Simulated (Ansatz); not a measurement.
Relax this structure to zero stress and force, keeping its symmetry:

```yaml
crystal:
  lattice:
    - [4.05302, 0.00000, 0.00000]
    - [-2.02651, 3.51002, 0.00000]
    - [0.00000, 0.00000, 5.13267]
  atoms:
    - { symbol: Te, position: [0.33333, 0.66667, 0.26445] }
    - { symbol: Te, position: [0.66667, 0.33333, 0.73555] }
    - { symbol: Pt, position: [0.00000, 0.00000, 0.00000] }
```

All numbers below come from DFT PBE+D3(BJ), scalar-relativistic, plane waves, PAW in Ansatz.

Plane waves to 420 eV, a k mesh through Γ of 12×12×8 on the computed 3-atom cell and Gaussian smearing (0.10 eV); no spin polarisation.

What does it relax to?

The volume drops by 0.20 Å³/atom to 24.14 Å³/atom, and the energy falls by 0.5 meV/atom. Final structure:
```cif
data_structure
_symmetry_space_group_name_H-M 'P-3m1'
_symmetry_Int_Tables_number 164
_cell_length_a 4.0520
_cell_length_b 4.0520
_cell_length_c 5.0939
_cell_angle_alpha 90.000
_cell_angle_beta 90.000
_cell_angle_gamma 120.000
_cell_volume 72.43
loop_
_atom_site_label
_atom_site_type_symbol
_atom_site_symmetry_multiplicity
_atom_site_Wyckoff_symbol
_atom_site_fract_x
_atom_site_fract_y
_atom_site_fract_z
_atom_site_occupancy
Te1 Te 2 d 0.33333 0.66667 0.26715 1
Pt1 Pt 1 a 0.00000 0.00000 0.00000 1
```

Course of the relaxation (steps run on the plane waves of an earlier cell, and the basis is chosen afresh near the end, so energy and pressure can step there; trial steps that raised the energy were taken back; energies are free energies):

```
step E − E_final (meV/atom) largest force component (eV/Å) P (GPa) V (Å³/atom)
   1                     0.5                           0.072    -0.16        24.34
   2                     5.2                           0.349     0.36        23.73
   3                     0.0                           0.004    -0.05        24.19
   4                    -0.1                           0.005     0.01        24.14
   5                     0.0                           0.005     0.01        24.14
```

Spin–orbit coupling is left out, which can shift energies with elements as heavy as these.

Cost: 1 run of about 1.1 core-minutes, on Arm Neoverse V2 (shared hosts).